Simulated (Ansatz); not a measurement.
The system is PbS.

```
Pb S
1.0
     2.07995   -5.99130    0.00000
     2.07995    5.99130    0.00000
     0.00000    0.00000    4.27932
Pb S
2 2
Cartesian
  2.0800 4.4268 1.0698
  2.0800 -4.4268 3.2095
  2.0800 1.7399 1.0698
  2.0800 -1.7399 3.2095
```

Measurements of this composition are mostly on another form, of space group No. 225.

Base run:

- Program: Ansatz 0.2.0
- Functional: PBE
- Potentials or basis: Ansatz PAW
- Cutoff: 300 eV
- Density cutoff: 1200 eV
- k mesh: 7 × 7 × 6
- Occupations: fermi-dirac, width 0.05 eV
- Spin: no spin polarisation

Its results: band gap on the k mesh 1.26 eV, indirect (least direct gap 1.44 eV); pressure 1.1 GPa; largest force 0.103 eV/Å.

Q: The run is repeated on the same cell with these changes: functional from PBE to r2SCANh; cutoff from 300 eV to 500 eV (not typed: the program's choice for these potentials); k mesh from 7 × 7 × 6 to 4 × 4 × 4. What comes out?

A: Band gap on the k mesh 1.99 eV, indirect (least direct gap 2.42 eV); pressure -0.4 GPa; largest force 0.132 eV/Å.

Several settings changed at once, so the effect can't be laid on one alone.

Caveats: spin-orbit coupling is left out, which as a rule narrows the gap of such compounds by several tenths of an eV; odd divisions of the mesh miss points on the zone boundary, where band edges often lie, so the gap on the mesh can be too wide (some runs); the cutoff lies under the one recommended for these potentials (some runs); the k mesh misses the band edges, so the gap on the mesh is wider than the one along the path (some runs); the PAW data sets come from PBE, with cores solved anew for the run's functional, which leaves a small shift of forces and pressure (some runs); the thresholds are loose for stress (some runs).
